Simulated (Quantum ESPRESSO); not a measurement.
# TePt (R-3m) in Quantum ESPRESSO: reference runs

Reference runs on TePt: the cell as given and a disturbed copy.

Program: Quantum ESPRESSO 7.5. These are calculated values, not measurements. Logs are shortened: lines on timing, memory, paths and dates and some standing lists are left out, and cuts for length are marked.

## 1. The structure

Symmetry: R-3m, No. 166, trigonal system. Conventional cell: a = 3.963 Å, b = 3.963 Å, c = 19.983 Å, α = 90.00°, β = 90.00°, γ = 120.00°. Around Pt (site symmetry 3m) lie 3 Te at 2.59 Å and 3 Pt at 2.72 Å. Te (site symmetry 3m) has 3 Pt at 2.59 Å as nearest neighbours.

## 2. Single point, PBEsol

File pw.in:

```
&CONTROL
  calculation = 'scf'
  prefix = 'pwscf'
  outdir = './tmp'
  pseudo_dir = './pseudo'
  tprnfor = .true.
  tstress = .true.
  disk_io = 'low'
/
&SYSTEM
  ibrav = 0
  celldm(1) = 8
  nat = 4
  ntyp = 2
  ecutwfc = 45
  ecutrho = 360
  nbnd = 31
  occupations = 'smearing'
  smearing = 'fd'
  degauss = 0.00367493
/
&ELECTRONS
  conv_thr = 8d-10
  electron_maxstep = 120
  mixing_beta = 0.5
/
ATOMIC_SPECIES
Pt   195.0840 pt_pbesol_v1.4.uspp.F.UPF
Te   127.6000 te_pbesol_v1.uspp.F.UPF
CELL_PARAMETERS alat
  0.4680771595442   0.2702444740694   1.5734411227369
 -0.4680771595442   0.2702444740694   1.5734411227369
  0.0000000000000  -0.5404889481388   1.5734411227369
ATOMIC_POSITIONS crystal
Pt     0.1296666667    0.1296666667    0.1296666667
Pt     0.8703333333    0.8703333333    0.8703333333
Te     0.4020000000    0.4020000000    0.4020000000
Te     0.5980000000    0.5980000000    0.5980000000
K_POINTS automatic
8 8 8 0 0 0
```

File pp_density.in:

```
&INPUTPP
  prefix = 'pwscf'
  outdir = './tmp'
  filplot = 'density.dat'
  plot_num = 0
/
&PLOT
  nfile = 1
  filepp(1) = 'density.dat'
  iflag = 3
  output_format = 6
  fileout = 'density.cube'
/
```

File pp_potential.in:

```
&INPUTPP
  prefix = 'pwscf'
  outdir = './tmp'
  filplot = 'potential.dat'
  plot_num = 11
/
&PLOT
  nfile = 1
  filepp(1) = 'potential.dat'
  iflag = 3
  output_format = 6
  fileout = 'potential.cube'
/
```

Potentials or basis: GBRV 1.5 PBEsol.

Command:

```sh
OMP_NUM_THREADS=1 mpirun -n 2 pw.x -nk 2 -in pw.in > pw.out
OMP_NUM_THREADS=1 mpirun -n 1 pp.x -in pp_density.in > pp_density.out
OMP_NUM_THREADS=1 mpirun -n 1 pp.x -in pp_potential.in > pp_potential.out
```

pw.out:

```text
This program is part of the open-source Quantum ESPRESSO suite
     for quantum simulation of materials; please cite
         "P. Giannozzi et al., J. Phys.:Condens. Matter 21 395502 (2009);
         "P. Giannozzi et al., J. Phys.:Condens. Matter 29 465901 (2017);
         "P. Giannozzi et al., J. Chem. Phys. 152 154105 (2020);
     in publications or presentations arising from this work. More details at

     Message from routine setup:
     using ibrav=0 with symmetry is DISCOURAGED, use correct ibrav instead

     K-points division:     npool     =       2
     Subspace diagonalization in iterative solution of the eigenvalue problem:
     a serial algorithm will be used

     G-vector sticks info
     --------------------
     sticks:   dense  smooth     PW     G-vecs:    dense   smooth      PW
     Sum        2743    1373    427                70571    24863    4411

     Using Slab Decomposition

     bravais-lattice index     =            0
     lattice parameter (alat)  =       8.0000  a.u.
     unit-cell volume          =     611.4289 (a.u.)^3
     number of atoms/cell      =            4
     number of atomic types    =            2
     number of electrons       =        44.00
     number of Kohn-Sham states=           31
     kinetic-energy cutoff     =      45.0000  Ry
     charge density cutoff     =     360.0000  Ry
     scf convergence threshold =      8.0E-10
     mixing beta               =       0.5000
     number of iterations used =            8  plain     mixing
     Exchange-correlation= SLA  PW   PSX  PSC
                           (   1   4  10   8   0   0   0)

     celldm(1)=   8.000000  celldm(2)=   0.000000  celldm(3)=   0.000000
     celldm(4)=   0.000000  celldm(5)=   0.000000  celldm(6)=   0.000000

     crystal axes: (cart. coord. in units of alat)
               a(1) = (   0.468077   0.270244   1.573441 )
               a(2) = (  -0.468077   0.270244   1.573441 )
               a(3) = (   0.000000  -0.540489   1.573441 )

     reciprocal axes: (cart. coord. in units 2 pi/alat)
               b(1) = (  1.068200  0.616726  0.211850 )
               b(2) = ( -1.068200  0.616726  0.211850 )
               b(3) = (  0.000000 -1.233451  0.211850 )

     PseudoPot. # 1 for Pt read from file:
     pt_pbesol_v1.4.uspp.F.UPF
     Pseudo is Ultrasoft + core correction, Zval = 16.0
     Generated by new atomic code, or converted to UPF format
     Using radial grid of  985 points,  6 beta functions with:
                l(1) =   0
                l(2) =   0
                l(3) =   1
                l(4) =   1
                l(5) =   2
                l(6) =   2
     Q(r) pseudized with  8 coefficients,  rinner =    1.300   1.300   1.300
                                                       1.300   1.300

     PseudoPot. # 2 for Te read from file:
     te_pbesol_v1.uspp.F.UPF
     Pseudo is Ultrasoft + core correction, Zval =  6.0
     Generated by new atomic code, or converted to UPF format
     Using radial grid of  891 points,  5 beta functions with:
                l(1) =   0
                l(2) =   0
                l(3) =   1
                l(4) =   1
                l(5) =   2
     Q(r) pseudized with  6 coefficients,  rinner =    1.800   1.800   1.800
                                                       1.800   1.800

     atomic species   valence    mass     pseudopotential
     Pt               16.00   195.08400     Pt( 1.00)
     Te                6.00   127.60000     Te( 1.00)

     12 Sym. Ops., with inversion, found

   Cartesian axes

     site n.     atom                  positions (alat units)
         1        Pt     tau(   1) = (  -0.0000000   0.0000000   0.6120686  )
         2        Pt     tau(   2) = (  -0.0000000   0.0000000   4.1082548  )
         3        Te     tau(   3) = (   0.0000000  -0.0000000   1.8975700  )
         4        Te     tau(   4) = (  -0.0000000   0.0000000   2.8227534  )

     number of k points=    65  Fermi-Dirac smearing, width (Ry)=  0.0037
                       cart. coord. in units 2pi/alat
        k(    1) = (   0.0000000   0.0000000   0.0000000), wk =   0.0039062
        k(    2) = (   0.0000000  -0.1541814   0.0264812), wk =   0.0234375
        k(    3) = (   0.0000000  -0.3083628   0.0529625), wk =   0.0234375
        k(    4) = (   0.0000000  -0.4625441   0.0794437), wk =   0.0234375
        k(    5) = (   0.0000000   0.6167255  -0.1059249), wk =   0.0117188
        k(    6) = (  -0.1335250  -0.0770907   0.0529625), wk =   0.0234375
[... 57 lines left out ...]
        k(   64) = (   0.9346750   0.3854535  -0.1059249), wk =   0.0234375
        k(   65) = (   0.0000000   0.0000000  -0.3177748), wk =   0.0039062

     Dense  grid:    70571 G-vectors     FFT dimensions: (  81,  81,  81)

     Smooth grid:    24863 G-vectors     FFT dimensions: (  60,  60,  60)

     Initial potential from superposition of free atoms

     starting charge      42.9996, renormalised to      44.0000

     negative rho (up, down):  3.712E-01 0.000E+00
     Starting wfcs are   32 randomized atomic wfcs

     Self-consistent Calculation

     iteration #  1     ecut=    45.00 Ry     beta= 0.50
     Davidson diagonalization with overlap
     ethr =  1.00E-02,  avg # of iterations =  6.1

     negative rho (up, down):  3.431E-01 0.000E+00

     total energy              =    -472.72824391 Ry
     estimated scf accuracy    <       2.96405460 Ry

     iteration #  2     ecut=    45.00 Ry     beta= 0.50
     Davidson diagonalization with overlap
     ethr =  6.74E-03,  avg # of iterations =  2.0

     negative rho (up, down):  3.484E-01 0.000E+00

     total energy              =    -473.21343558 Ry
     estimated scf accuracy    <       5.54177803 Ry
[... 64 lines left out ...]
     iteration # 10     ecut=    45.00 Ry     beta= 0.50
     Davidson diagonalization with overlap
     ethr =  1.08E-10,  avg # of iterations =  2.5

     negative rho (up, down):  3.454E-01 0.000E+00

     total energy              =    -474.05927449 Ry
     estimated scf accuracy    <          5.9E-09 Ry

     iteration # 11     ecut=    45.00 Ry     beta= 0.50
     Davidson diagonalization with overlap
     ethr =  1.35E-11,  avg # of iterations =  2.6

     negative rho (up, down):  3.454E-01 0.000E+00

     End of self-consistent calculation

          k = 0.0000 0.0000 0.0000 (  3081 PWs)   bands (ev):

   -40.7149 -40.7149 -40.5858 -40.5858 -40.5426 -40.4413  -1.2759   0.2691
     5.2835   6.5879   6.5879   7.2721   7.2721   7.7372   9.0456   9.0456
    10.1343  10.1343  10.3730  12.7906  12.7906  12.9762  13.3486  14.9790
    14.9790  16.6263  18.1730  18.4324  18.4324  20.2082  20.2943

          k = 0.0000-0.1542 0.0265 (  3101 PWs)   bands (ev):

   -40.7173 -40.7152 -40.6023 -40.5838 -40.5268 -40.4416  -1.1151   0.3258
     5.4442   6.6238   6.6624   7.0542   7.4769   7.7965   8.6767   8.8162
    10.1047  10.1606  10.4538  11.5279  12.7011  13.2154  13.8261  14.3357
    14.5529  17.3077  17.7312  18.3946  18.8816  19.3632  20.5082

          k = 0.0000-0.3084 0.0530 (  3106 PWs)   bands (ev):

   -40.7228 -40.7155 -40.6280 -40.5792 -40.5023 -40.4432  -0.6845   0.4833
     5.7241   6.2280   6.7635   7.2286   7.7908   8.0110   8.4018   8.6074
     9.8580  10.0170  10.2587  10.4996  11.5681  12.4263  13.3315  13.7913
    15.3733  16.5026  17.4375  18.8499  19.7550  20.1353  20.3750
[... 262 lines left out ...]
   -40.7336 -40.7078 -40.6596 -40.5723 -40.4723 -40.4510   0.3460   0.4194
     5.6217   6.3217   7.1036   7.1597   7.6414   7.9309   8.4438   9.0186
     9.3740   9.7326   9.8096  10.0556  10.4594  11.1191  11.8850  13.8242
    15.1872  16.3786  17.7379  18.3645  18.7682  20.8498  22.1464

          k = 0.6676 0.0771-0.1324 (  3125 PWs)   bands (ev):

   -40.7390 -40.6944 -40.6748 -40.5697 -40.4641 -40.4556   0.4107   0.6030
     6.0985   6.3461   6.7715   7.0226   7.3085   8.0418   8.5323   8.8458
     9.0176   9.4931   9.8019  10.2075  10.3677  11.4455  11.6031  13.2849
    15.4841  15.6747  18.6412  19.0984  20.0044  20.9670  21.3836

          k = 0.6676-0.0771-0.1059 (  3126 PWs)   bands (ev):

   -40.7390 -40.6944 -40.6748 -40.5697 -40.4641 -40.4556   0.3152   0.7175
     5.9255   6.1830   6.7399   7.1247   7.5072   8.1822   8.7889   8.7905
     9.3649   9.6074   9.6113  10.0672  10.6334  10.8367  10.9213  13.5511
    15.2357  16.9639  18.7104  18.8422  19.2301  21.3922  21.6410

          k = 0.5341 0.3084-0.1324 (  3115 PWs)   bands (ev):

   -40.7300 -40.7136 -40.6567 -40.5732 -40.4713 -40.4517   0.2876   0.4973
     5.4467   6.1066   7.0453   7.1402   8.0430   8.2150   8.6673   9.3061
     9.3386   9.6387   9.6599  10.2560  10.4650  10.5034  11.3468  14.4551
    15.4185  16.8246  17.2044  18.2847  18.3843  19.3226  23.0171

          k = 0.5341 0.1542-0.1059 (  3123 PWs)   bands (ev):

   -40.7336 -40.7078 -40.6596 -40.5723 -40.4723 -40.4510   0.1829   0.6009
     5.6356   6.1882   7.0160   7.2269   7.6318   8.1174   8.8637   9.0671
     9.1590   9.6321   9.8923   9.9727  10.3166  10.4476  12.3478  13.7697
    15.7170  16.7455  17.6755  18.0992  18.3792  21.0565  22.2286
[... 129 lines left out ...]
   -40.7220 -40.7146 -40.6216 -40.5803 -40.5087 -40.4425  -0.3768  -0.1860
     6.1643   6.5636   6.8123   7.1955   7.2959   7.8041   8.4799   9.2060
     9.7723   9.9079  10.5201  10.5570  11.3996  11.9965  13.7650  13.8958
    15.1630  16.9183  17.7806  18.8068  19.2781  19.8409  20.4485

          k = 0.0000 0.0000-0.3178 (  3098 PWs)   bands (ev):

   -40.7149 -40.7149 -40.5858 -40.5858 -40.5426 -40.4413  -0.6931  -0.5934
     6.6107   6.6107   6.6366   7.2146   7.2146   7.2473   9.0728   9.0728
    10.1484  10.1484  10.4139  10.5126  13.3433  13.3433  14.0445  14.0445
    15.6212  16.6139  16.8202  18.8657  18.8658  20.4154  20.4154

     the Fermi energy is    12.1103 ev

!    total energy              =    -474.05927449 Ry
     estimated scf accuracy    <          6.6E-10 Ry
     smearing contrib. (-TS)   =      -0.00126518 Ry
     internal energy E=F+TS    =    -474.05800931 Ry

     The total energy is F=E-TS. E is the sum of the following terms:
     one-electron contribution =    -220.20638998 Ry
     hartree contribution      =     135.20338768 Ry
     xc contribution           =    -142.15959547 Ry
     ewald contribution        =    -246.89541154 Ry

     convergence has been achieved in  11 iterations

     negative rho (up, down):  3.454E-01 0.000E+00

     Forces acting on atoms (cartesian axes, Ry/au):

     atom    1 type  1   force =    -0.00000000    0.00000000    0.01723824
     atom    2 type  1   force =     0.00000000   -0.00000000   -0.01723824
     atom    3 type  2   force =    -0.00000000    0.00000000   -0.01325727
     atom    4 type  2   force =     0.00000000   -0.00000000    0.01325727

     Total force =     0.030754     Total SCF correction =     0.000051

     Computing stress (Cartesian axis) and pressure

     negative rho (up, down):  3.454E-01 0.000E+00
          total   stress  (Ry/bohr**3)                   (kbar)     P=        8.50
   0.00008504  -0.00000000   0.00000000           12.51       -0.00        0.00
   0.00000000   0.00008504  -0.00000000            0.00       12.51       -0.00
  -0.00000000   0.00000000   0.00000317           -0.00        0.00        0.47

=------------------------------------------------------------------------------=
   JOB DONE.
=------------------------------------------------------------------------------=
```

Wall time 2.2 min (2 MPI ranks of Arm Neoverse V2, shared host); peak memory 0.5 GiB.

What came out:

```yaml
Free_energy: -6449.9050 eV
Pressure: 0.8 GPa
Largest_force: 0.443 eV/Å
Band_gap_on_the_k_mesh: none (metal or under the smearing width)
```

Forces on the atoms (eV/Å):
```
Pt   0.000  0.000  0.443
Pt   0.000  0.000 -0.443
Te   0.000  0.000 -0.341
Te   0.000  0.000  0.341
```

Spin-orbit coupling is left out, which matters for the levels of Pt, Te.

## 3. Single point, PBEsol (atoms moved at random, drawn with an rms of 0.05 Å)

File pw.in:

```
&CONTROL
  calculation = 'scf'
  prefix = 'pwscf'
  outdir = './tmp'
  pseudo_dir = './pseudo'
  tprnfor = .true.
  tstress = .true.
  disk_io = 'nowf'
/
&SYSTEM
  ibrav = 0
  nat = 4
  ntyp = 2
  ecutwfc = 45
  ecutrho = 360
  nbnd = 31
  occupations = 'smearing'
  smearing = 'fd'
  degauss = 0.00367493
/
&ELECTRONS
  conv_thr = 8d-10
  electron_maxstep = 120
  mixing_beta = 0.5
/
ATOMIC_SPECIES
Pt   195.0840 pt_pbesol_v1.4.uspp.F.UPF
Te   127.6000 te_pbesol_v1.uspp.F.UPF
CELL_PARAMETERS angstrom
   1.9815661262    1.1440577364    6.6610334788
  -1.9815661262    1.1440577364    6.6610334788
   0.0000000000   -2.2881154728    6.6610334788
ATOMIC_POSITIONS crystal
Pt     0.1263410000    0.1369850000    0.1219410000
Pt     0.8594590000    0.8866000000    0.8683810000
Te     0.4056150000    0.3988250000    0.4023400000
Te     0.5942080000    0.5959580000    0.5999930000
K_POINTS automatic
8 8 8 0 0 0
```

Potentials or basis: GBRV 1.5 PBEsol.

Command:

```sh
OMP_NUM_THREADS=1 mpirun -n 2 pw.x -nk 2 -in pw.in > pw.out
```

Run time: 8.7 min. Hardware: 2 MPI ranks of Arm Neoverse V2, shared host; peak memory 0.78 GiB.

The run converged. Its results:

```
Free energy            : -6449.8330 eV
Pressure               : 2.0 GPa
Largest force          : 1.188 eV/Å
Band gap on the k mesh : none (metal or under the smearing width)
```

Forces in eV/Å, atoms in the order of the input:
```
Pt   0.149 -0.247  0.839
Pt   0.640 -0.175 -0.985
Te  -0.300  0.188 -0.591
Te  -0.490  0.235  0.737
```

Stress tensor (GPa, compression positive):
```
 2.67 -0.12  0.00
-0.12  2.38  0.24
 0.00  0.24  0.84
```

Levels at points of the mesh, in eV from the Fermi level:
```
              k point  band 20  band 21  band 22  band 23  band 24  band 25
   (0.00, 0.00, 0.00)     0.76     0.78     0.91     1.35     2.91     2.92
  (0.00, 0.00, -0.50)    -2.02    -1.97    -1.08     0.29     1.38     1.99
 (0.00, -0.50, -0.50)    -2.02    -1.71    -1.27    -1.15     2.48     3.83
(-0.50, -0.50, -0.50)    -1.50     1.26     1.31     2.00     2.02     3.55
  (-0.50, 0.00, 0.00)    -2.06    -1.95    -1.08     0.29     1.36     2.03
  (0.00, -0.50, 0.00)    -2.00    -1.96    -1.11     0.27     1.38     1.98
   (0.50, 0.00, 0.50)    -1.97    -1.73    -1.29    -1.15     2.49     3.71
 (-0.50, -0.50, 0.00)    -1.99    -1.71    -1.28    -1.15     2.49     3.73
```
